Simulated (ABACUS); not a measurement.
Ti:

```
Ti
1.0
     2.87085    0.00000    0.00000
     1.43543    2.48623    0.00000
     1.43543    0.82874    2.34404
Ti
1
Direct
  0.00000 0.00000 0.00000
```

This isn't the form of Ti at room conditions, which is hcp.

Base run:

```yaml
Program: ABACUS 3.10.1
Functional: PBE
Dispersion: D3(BJ)
Potentials_or_basis: PseudoDojo NC SR 0.4.1 PBE standard
Cutoff: 1143 eV
Density_cutoff: 4572 eV
Basis: plane waves
k_mesh: 11 × 11 × 11
Occupations: fermi-dirac, width 0.05 eV
Spin: no spin polarisation
```

Its results: band gap on the k mesh none (metal or under the smearing width); pressure -1.9 GPa.

The run is repeated on the same cell with these changes: dispersion from D3(BJ) to D3. What comes out?

Band gap on the k mesh none (metal or under the smearing width); pressure -1.2 GPa.

Caveats: pairwise dispersion overbinds metals, which lowers pressure and volume.
